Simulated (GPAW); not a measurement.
# AlCo (Pm-3m) in GPAW: further runs

The runs below take AlCo through band structure, equation of state, with PBEsol+U, LDA.

All numbers are computed with GPAW 26.7.0; they aren't measurements. Logs are shortened: lines on timing, memory, paths and dates and some standing lists are left out, and cuts for length are marked. The log counts tension as positive stress, the text compression.

## Step 1: Starting point

It takes space group Pm-3m (No. 221, cubic). The conventional cell has a = 2.819 Å, b = 2.819 Å, c = 2.819 Å, α = 90.00°, β = 90.00°, γ = 90.00°. Co (site symmetry m-3m) is surrounded by 8 Al at 2.44 Å. Al (site symmetry m-3m) has 8 Co at 2.44 Å as nearest neighbours.

The cell is a database's computed one.

## Step 2: Band structure, PBEsol+U, collinear spin, ferromagnetic start

Contents of run.py:

```python
from ase import Atoms
from ase.dft.bandgap import bandgap
from ase.io import write
from ase.units import GPa
from gpaw import GPAW, PW, setup_paths

setup_paths.insert(0, '.')

atoms = Atoms(['Co', 'Al'],
              cell=[[2.81940321, 0.0, 0.0],
                    [0.0, 2.81940321, 0.0],
                    [0.0, 0.0, 2.81940321]],
              scaled_positions=[[0.5, 0.5, 0.5],
                                [0.0, 0.0, 0.0]],
              pbc=True)
atoms.set_initial_magnetic_moments([2.0, 0.0])

calc = GPAW(mode=PW(600),
            xc='PBEsol',
            kpts={'size': (9, 9, 9), 'gamma': True},
            occupations={'name': 'fermi-dirac', 'width': 0.05},
            setups={'Co': ':d,4.0'},
            nbands=15,
            convergence={'density': 1e-05, 'energy': 1e-05},
            maxiter=150,
            txt='gpaw.txt')
atoms.calc = calc
energy = atoms.get_potential_energy()
forces = atoms.get_forces()
stress = atoms.get_stress()
calc.write('gs.gpw')
write('result.traj', atoms)
print(f'Energy: {energy:.6f} eV')
print('Forces (eV/A):')
print(forces.round(4))
print('Stress (GPa):', (stress / GPa).round(3))
print('Moments:', calc.get_magnetic_moments().round(3))
print('Fermi level:', round(calc.get_fermi_level(), 4), 'eV')
print(f'Gap: {bandgap(calc)[0]:.4f} eV, direct: {bandgap(calc, direct=True)[0]:.4f} eV')

path = atoms.cell.bandpath('GXMGRX,MR', npoints=100, eps=1e-4)
bs_calc = calc.fixed_density(kpts=path, symmetry='off', nbands=24,
                             convergence={'bands': 'CBM+6.0', 'eigenstates': 1e-6}, txt='bands.txt')
bs = bs_calc.band_structure()
bs.write('bs.json')
print(f'Gap on the path: {bandgap(bs_calc)[0]:.4f} eV')
```

Potentials or basis: PAW data sets generated in the run's folder for this functional, pw.

Run with:

```console
gpaw-setup -f PBEsol Al Co
OMP_NUM_THREADS=1 python run.py
```

gpaw.txt:

```text
__  _  _
 | _ |_)|_||  |
 |__||  | ||/\| - 26.7.0

Input parameters:
  mode=PW(ecut=600.0),
  convergence={'density': 1e-05, 'energy': 1e-05},
  kpts=MonkhorstPack(size=(9, 9, 9), gamma=True),
  maxiter=150,
  nbands=15,
  occupations=Occupations(name='fermi-dirac', width=0.05),
  setups={'Co': ':d,4.0'},
  xc=XC(name='PBEsol')

Diagonalizing LCAO Hamiltonian
Converting LCAO to pw mode
   .------.
  /|      |
 * |  Co  |
 | .------.
 |/      /
 Al-----*

Atoms  # Å, Bohr magnetons
|   | symbol |        x |        y |        z |    initial magnetic moments |
|---|--------|----------|----------|----------|-----------------------------|
| 0 |     Co | 1.409702 | 1.409702 | 1.409702 | ( 0.0000,  0.0000,  2.0000) |
| 1 |     Al | 0.000000 | 0.000000 | 0.000000 | ( 0.0000,  0.0000,  0.0000) |

Unit cell  # Å
| periodic |        x |        y |        z |  lengths |    angles |
|----------|----------|----------|----------|----------|-----------|
|      yes | 2.819403 | 0.000000 | 0.000000 | 2.819403 | 90.000000 |
|      yes | 0.000000 | 2.819403 | 0.000000 | 2.819403 | 90.000000 |
|      yes | 0.000000 | 0.000000 | 2.819403 | 2.819403 | 90.000000 |

Number of symmetries: 48
Symmetry operations  # r_c * U_cc + t_c -> r_c
|    | kind |            matrix            |
|----|------|------------------------------|
|  0 |  E   |  1, 0, 0,  0, 1, 0,  0, 0, 1 |
|  1 |  σ   |  1, 0, 0,  0, 1, 0,  0, 0,-1 |
|  2 |  σ   |  1, 0, 0,  0, 0, 1,  0, 1, 0 |
|  3 |  C4  |  1, 0, 0,  0, 0, 1,  0,-1, 0 |
|  4 |  C4  |  1, 0, 0,  0, 0,-1,  0, 1, 0 |
|  5 |  σ   |  1, 0, 0,  0, 0,-1,  0,-1, 0 |
|  6 |  σ   |  1, 0, 0,  0,-1, 0,  0, 0, 1 |
|  7 |  C2  |  1, 0, 0,  0,-1, 0,  0, 0,-1 |
|  8 |  σ   |  0, 1, 0,  1, 0, 0,  0, 0, 1 |
|  9 |  C2  |  0, 1, 0,  1, 0, 0,  0, 0,-1 |
| 10 |  C3  |  0, 1, 0,  0, 0, 1,  1, 0, 0 |
| 11 |  S6  |  0, 1, 0,  0, 0, 1, -1, 0, 0 |
| 12 |  S6  |  0, 1, 0,  0, 0,-1,  1, 0, 0 |
| 13 |  C3  |  0, 1, 0,  0, 0,-1, -1, 0, 0 |
| 14 |  C4  |  0, 1, 0, -1, 0, 0,  0, 0, 1 |
| 15 |  S4  |  0, 1, 0, -1, 0, 0,  0, 0,-1 |
| 16 |  C3  |  0, 0, 1,  1, 0, 0,  0, 1, 0 |
| 17 |  S6  |  0, 0, 1,  1, 0, 0,  0,-1, 0 |
| 18 |  σ   |  0, 0, 1,  0, 1, 0,  1, 0, 0 |
| 19 |  C4  |  0, 0, 1,  0, 1, 0, -1, 0, 0 |
| 20 |  C2  |  0, 0, 1,  0,-1, 0,  1, 0, 0 |
| 21 |  S4  |  0, 0, 1,  0,-1, 0, -1, 0, 0 |
| 22 |  S6  |  0, 0, 1, -1, 0, 0,  0, 1, 0 |
| 23 |  C3  |  0, 0, 1, -1, 0, 0,  0,-1, 0 |
| 24 |  S6  |  0, 0,-1,  1, 0, 0,  0, 1, 0 |
| 25 |  C3  |  0, 0,-1,  1, 0, 0,  0,-1, 0 |
| 26 |  C4  |  0, 0,-1,  0, 1, 0,  1, 0, 0 |
| 27 |  σ   |  0, 0,-1,  0, 1, 0, -1, 0, 0 |
| 28 |  S4  |  0, 0,-1,  0,-1, 0,  1, 0, 0 |
| 29 |  C2  |  0, 0,-1,  0,-1, 0, -1, 0, 0 |
| 30 |  C3  |  0, 0,-1, -1, 0, 0,  0, 1, 0 |
| 31 |  S6  |  0, 0,-1, -1, 0, 0,  0,-1, 0 |
| 32 |  C4  |  0,-1, 0,  1, 0, 0,  0, 0, 1 |
| 33 |  S4  |  0,-1, 0,  1, 0, 0,  0, 0,-1 |
| 34 |  S6  |  0,-1, 0,  0, 0, 1,  1, 0, 0 |
| 35 |  C3  |  0,-1, 0,  0, 0, 1, -1, 0, 0 |
| 36 |  C3  |  0,-1, 0,  0, 0,-1,  1, 0, 0 |
| 37 |  S6  |  0,-1, 0,  0, 0,-1, -1, 0, 0 |
| 38 |  σ   |  0,-1, 0, -1, 0, 0,  0, 0, 1 |
| 39 |  C2  |  0,-1, 0, -1, 0, 0,  0, 0,-1 |
| 40 |  σ   | -1, 0, 0,  0, 1, 0,  0, 0, 1 |
| 41 |  C2  | -1, 0, 0,  0, 1, 0,  0, 0,-1 |
| 42 |  C2  | -1, 0, 0,  0, 0, 1,  0, 1, 0 |
| 43 |  S4  | -1, 0, 0,  0, 0, 1,  0,-1, 0 |
| 44 |  S4  | -1, 0, 0,  0, 0,-1,  0, 1, 0 |
| 45 |  C2  | -1, 0, 0,  0, 0,-1,  0,-1, 0 |
| 46 |  C2  | -1, 0, 0,  0,-1, 0,  0, 0, 1 |
| 47 |  i   | -1, 0, 0,  0,-1, 0,  0, 0,-1 |

BZ-sampling:
  Number of BZ points: 729
  Number of IBZ points: 35

  Monkhorst-Pack size: [9, 9, 9]
  Monkhorst-Pack shift: [0, 0, 0]

K-points  # in reciprocal-cell coordinates
|     |                                coordinates |     weight |
|-----|--------------------------------------------|------------|
|   0 | (  0.00000000,   0.00000000,   0.00000000) | 0.00137174 |
|   1 | (  0.11111111,   0.00000000,   0.00000000) | 0.00823045 |
|   2 | (  0.11111111,   0.11111111,   0.00000000) | 0.01646091 |
|   3 | (  0.11111111,   0.11111111,   0.11111111) | 0.01097394 |
|   4 | (  0.22222222,   0.00000000,   0.00000000) | 0.00823045 |
|   5 | (  0.22222222,   0.11111111,   0.00000000) | 0.03292181 |
|   6 | (  0.22222222,   0.11111111,   0.11111111) | 0.03292181 |
|   7 | (  0.22222222,   0.22222222,   0.00000000) | 0.01646091 |
|   8 | (  0.22222222,   0.22222222,   0.11111111) | 0.03292181 |
|   9 | (  0.22222222,   0.22222222,   0.22222222) | 0.01097394 |
| ... |                                            |            |
|  34 | (  0.44444444,   0.44444444,   0.44444444) | 0.01097394 |

Plane wave coefficients: 756
Cutoff: 600.0 eV

Spin-components: 2 (collinear spins)
Bands:           15
Projectors:      11
Spin-degeneracy: 1
Datatype:        complex128

Parallelization:
  kpt:    1
  domain: 1
  band:   1

Density:
  Valence electrons: 12.0
  Components: 2
  Grid points: [16 16 16]
  Charge: 0.0  # |e|

Potential:
  Grid points: [16 16 16]

species:
  Co:
    name:    Cobalt
    Z:       27.0
    valence: 9
    core:    18
    charge:  0.0  # [|e|]
    Hubbard: {U: 4.0,  # eV
              l: 2,
              scale: True}
    compensation charges:
      type: gauss
      rc: 0.32  # [Å]
      lmax: 2
    cutoffs:
      filter: 1.87  # [Å]
      core: 2.55  # [Å]
    projectors
    | kind |    occ | energy [eV] | rcut [Å] |
    |------|--------|-------------|----------|
    |   4s |  2.000 |      -5.488 |    1.005 |
    |   4p |  0.000 |      -1.248 |    1.058 |
    |   3d |  7.000 |      -8.230 |    1.005 |
    |    s |        |      21.723 |    1.005 |
    |    p |        |      25.963 |    1.058 |
    |    d |        |      18.981 |    1.005 |

    Using partial waves for Co as LCAO basis

  Al:
    name:    Aluminium
    Z:       13.0
    valence: 3
    core:    10
    charge:  0.0  # [|e|]
    compensation charges:
      type: gauss
      rc: 0.34  # [Å]
      lmax: 2
    cutoffs:
      filter: 1.91  # [Å]
      core: 2.36  # [Å]
    projectors
    | kind |    occ | energy [eV] | rcut [Å] |
    |------|--------|-------------|----------|
    |   3s |  2.000 |      -7.715 |    1.085 |
    |   3p |  1.000 |      -2.689 |    1.085 |
    |    s |        |      19.497 |    1.085 |
    |    p |        |      24.522 |    1.085 |
    |    d |        |       0.000 |    1.085 |

    Using partial waves for Al as LCAO basis

Reference energy: -44458.988219  # eV

eigensolver:
  PPCG
  Converge bands: occupied
  niter=2

density mixing:
  MSR1-Mixer
  Pratt-step length: 0.05
  Maximum mixing coefficient: 0.75
  Old densities: 10
  SVD Regularization: 0.005
  Good broyden scale: 1.0
  Trust region scale: 1.0
  Backstep threshold: 4.0
  History deletion threshold: 6.0
  Fourier metric: weight=20.0, sigma=0.015

occupation numbers:
  Fermi-Dirac:
    width: 0.0500  # eV

poisson solver:
  ecut: 4800.0  # eV

xc functional:
  name: PBEsol with 2 nearest neighbor stencil

convergence criteria:
- Maximum integral of absolute [dens]ity change: 1e-05 electrons / valence electron
- Maximum [total energy] change in last 3 cyles: 1e-05 eV / valence electron
- Maximum integral of absolute [eigenst]ate change: 4e-08 eV^2 / valence electron
maximum number of iterations: 150

SCF iterations
|iter     | |      energy | eigst |  dens |  magmom |
|---------|-|-------------|-------|-------|---------|
|iter:   1| |  -10.451063 | +0.45 |       |  +2.0064|
|iter:   2| |  -10.397119 | -1.99 | -0.85 |  +1.9610|
|iter:   3| |  -10.449814 | -2.52 | -0.91 |  +1.6964|
|iter:   4| |  -10.611356 | -2.53 | -1.12 |  +1.3221|
|iter:   5| |  -10.755816 | -2.65 | -1.28 |  +0.9493|
|iter:   6| |  -10.847920 | -2.69 | -1.53 |  +0.5135|
|iter:   7| |  -10.853033 | -3.31 | -1.59 |  +0.5827|
|iter:   8| |  -10.854106 | -3.98 | -2.05 |  +0.5913|
|iter:   9| |  -10.854714 | -4.90 | -2.38 |  +0.6257|
|iter:  10| |  -10.854767 | -6.24 | -3.05 |  +0.6250|
|iter:  11| |  -10.854823c| -5.94 | -3.26 |  +0.6222|
|iter:  12| |  -10.854828c| -7.46c| -4.30 |  +0.6219|
|iter:  13| |  -10.854832c| -7.88c| -4.55 |  +0.6217|
|iter:  14| |  -10.854832c| -8.41c| -5.24c|  +0.6217|

Converged in 14 steps
Energy contributions relative to reference atoms: (reference = -44458.988219)

Energy contributions:
  Kinetic:          33.429394
  Coulomb:         -25.514403
  Zero:             -0.135433
  External:          0.000000
  Xc:              -18.631358
  Entropy:          -0.006065
  Spinorbit:         0.000000
  ----------------------------
  Free energy:     -10.857865
  Extrapolated:    -10.854832

dipole moment: (-4.819294, -4.819294, -4.819294)  # |e|*Ang

Total magnetic moment: (0.000000, 0.000000, 0.621722)

Local magnetic moments
|        x |        y |         z |
|----------|----------|-----------|
| 0.000000 | 0.000000 |  0.874820 |  # Co   0
| 0.000000 | 0.000000 | -0.068121 |  # Al   1

Fermi level: 10.037
Eigenvalues  # (at kpt = [0.000, 0.000, 0.000])
| band index |      eig [eV] | occ [0-1] |      eig [eV] | occ [0-1] |
|------------|---------------|-----------|---------------|-----------|
|          0 |        -0.810 |     1.000 |        -0.999 |     1.000 |
|          1 |         6.185 |     1.000 |         8.571 |     1.000 |
|          2 |         6.185 |     1.000 |         8.571 |     1.000 |
|          3 |         8.589 |     1.000 |         9.239 |     1.000 |
|          4 |         8.589 |     1.000 |         9.239 |     1.000 |
|          5 |         8.589 |     1.000 |         9.239 |     1.000 |
|          6 |        16.642 |     0.000 |        16.458 |     0.000 |
|          7 |        16.642 |     0.000 |        16.458 |     0.000 |
|          8 |        16.642 |     0.000 |        16.458 |     0.000 |
|          9 |        19.042 |     0.000 |        19.828 |     0.000 |
|         10 |        19.042 |     0.000 |        19.828 |     0.000 |
|         11 |        26.216 |     0.000 |        26.269 |     0.000 |
|         12 |        32.438 |     0.000 |        32.290 |     0.000 |
|         13 |        32.438 |     0.000 |        32.290 |     0.000 |
|         14 |        32.438 |     0.000 |        32.290 |     0.000 |

No gap
No difference between direct/indirect transitions

Forces  # eV/Ang
|       x |       y |       z |
|---------|---------|---------|
| 0.00000 | 0.00000 | 0.00000 |  # Co   0
| 0.00000 | 0.00000 | 0.00000 |  # Al   1

Stress tensor  # eV/Ang^3
|         x |         y |         z |
|-----------|-----------|-----------|
| -0.036865 | -0.000000 |  0.000000 |
| -0.000000 | -0.036865 |  0.000000 |
|  0.000000 |  0.000000 | -0.036865 |

# Writing to gs.gpw (mode='')
```

It took 41 s on 1 thread of Arm Neoverse V1, shared host; peak memory 0.24 GiB.

What came out:

```
Free energy             : -10.8579 eV
Pressure                : 5.9 GPa
Band gap along the path : none (metal or under the smearing width)
Net moment              : 0.62 μB per cell
Site moments            : Co +0.87; Al -0.07 μB
```

Levels at the corners of the path, in eV from the Fermi level:
Spin up:
| point | band 2 | band 3 | band 4 | band 5 | band 6 | band 7 | band 8 | band 9 | band 10 | band 11 |
| --- | --- | --- | --- | --- | --- | --- | --- | --- | --- | --- |
| Γ | -3.85 | -3.85 | -1.45 | -1.45 | -1.45 | 6.60 | 6.60 | 6.60 | 9.00 | 9.00 |
| X | -6.45 | -3.36 | -2.28 | -2.28 | -1.34 | -0.68 | 8.95 | 11.27 | 11.27 | 12.29 |
| M | -3.69 | -2.29 | -2.29 | -2.10 | -2.10 | -1.32 | 2.43 | 3.55 | 13.59 | 16.43 |
| Γ | -3.85 | -3.85 | -1.45 | -1.45 | -1.45 | 6.60 | 6.60 | 6.60 | 9.00 | 9.00 |
| R | -4.30 | -4.30 | -1.28 | -1.28 | 2.84 | 2.84 | 2.84 | 4.87 | 5.56 | 5.56 |
| X | -6.45 | -3.36 | -2.28 | -2.28 | -1.34 | -0.68 | 8.95 | 11.27 | 11.27 | 12.29 |
| M | -3.69 | -2.29 | -2.29 | -2.10 | -2.10 | -1.32 | 2.43 | 3.55 | 13.59 | 16.43 |
| R | -4.30 | -4.30 | -1.28 | -1.28 | 2.84 | 2.84 | 2.84 | 4.87 | 5.56 | 5.56 |
Spin down:
```csv
point,band 3,band 4,band 5,band 6,band 7,band 8,band 9,band 10
Γ,-1.47,-0.80,-0.80,-0.80,6.42,6.42,6.42,9.79
X,-1.73,-1.73,-0.67,-0.59,2.40,8.66,11.12,11.12
M,-2.50,-1.98,-1.51,-1.51,2.12,3.88,3.96,13.35
Γ,-1.47,-0.80,-0.80,-0.80,6.42,6.42,6.42,9.79
R,-4.03,2.17,2.17,2.70,2.70,2.70,4.64,5.75
X,-1.73,-1.73,-0.67,-0.59,2.40,8.66,11.12,11.12
M,-2.50,-1.98,-1.51,-1.51,2.12,3.88,3.96,13.35
R,-4.03,2.17,2.17,2.70,2.70,2.70,4.64,5.75
```

Caveat: the U is typed as a test and isn't derived for this compound.

## Step 3: Band structure, PBEsol+U, collinear spin, ferromagnetic start

run.py: that of step 2 with these lines changed.

```diff
@@ -21,3 +21,3 @@
             occupations={'name': 'fermi-dirac', 'width': 0.05},
-            setups={'Co': ':d,4.0'},
+            setups={'Co': ':d,6.0'},
             nbands=15,
```

Potentials or basis: PAW data sets generated in the run's folder for this functional, pw.

Run with:

```console
gpaw-setup -f PBEsol Al Co
OMP_NUM_THREADS=1 python run.py
```

Wall time 45 s (1 thread of Arm Neoverse V1, shared host); peak memory 0.23 GiB.

Results (log left out):

| Property | Result |
| --- | --- |
| Free energy | -9.7087 eV |
| Pressure | 25.8 GPa |
| Band gap along the path | none (metal or under the smearing width) |
| Net moment | 1.41 μB per cell |
| Site moments | Co +1.58; Al -0.07 μB |

Levels at the corners of the path, in eV from the Fermi level:
Spin up:
| point | band 4 | band 5 | band 6 | band 7 | band 8 | band 9 | band 10 | band 11 |
| --- | --- | --- | --- | --- | --- | --- | --- | --- |
| Γ | -3.35 | -3.35 | -3.35 | 5.89 | 5.89 | 5.89 | 7.90 | 7.90 |
| X | -4.08 | -4.08 | -3.25 | -2.96 | 8.27 | 10.50 | 10.50 | 11.45 |
| M | -3.93 | -3.93 | -3.04 | -3.04 | 1.11 | 2.24 | 12.96 | 15.52 |
| Γ | -3.35 | -3.35 | -3.35 | 5.89 | 5.89 | 5.89 | 7.90 | 7.90 |
| R | -3.93 | -3.93 | 2.01 | 2.01 | 2.01 | 4.25 | 4.42 | 4.42 |
| X | -4.08 | -4.08 | -3.25 | -2.96 | 8.27 | 10.50 | 10.50 | 11.45 |
| M | -3.93 | -3.93 | -3.04 | -3.04 | 1.11 | 2.24 | 12.96 | 15.52 |
| R | -3.93 | -3.93 | 2.01 | 2.01 | 2.01 | 4.25 | 4.42 | 4.42 |
Spin down:
| point | band 4 | band 5 | band 6 | band 7 | band 8 | band 9 |
| --- | --- | --- | --- | --- | --- | --- |
| Γ | -2.06 | -0.62 | -0.62 | 5.77 | 5.77 | 5.77 |
| X | -2.94 | -1.94 | 0.63 | 4.05 | 8.00 | 10.47 |
| M | -2.75 | -2.75 | -1.87 | 2.91 | 3.93 | 4.91 |
| Γ | -2.06 | -0.62 | -0.62 | 5.77 | 5.77 | 5.77 |
| R | 2.06 | 2.06 | 2.06 | 3.99 | 3.99 | 4.02 |
| X | -2.94 | -1.94 | 0.63 | 4.05 | 8.00 | 10.47 |
| M | -2.75 | -2.75 | -1.87 | 2.91 | 3.93 | 4.91 |
| R | 2.06 | 2.06 | 2.06 | 3.99 | 3.99 | 4.02 |

Caveat: the U is typed as a test and isn't derived for this compound. The state reached can hang on the start; a lower one may exist.

(Part 1 of 3 ends here.)
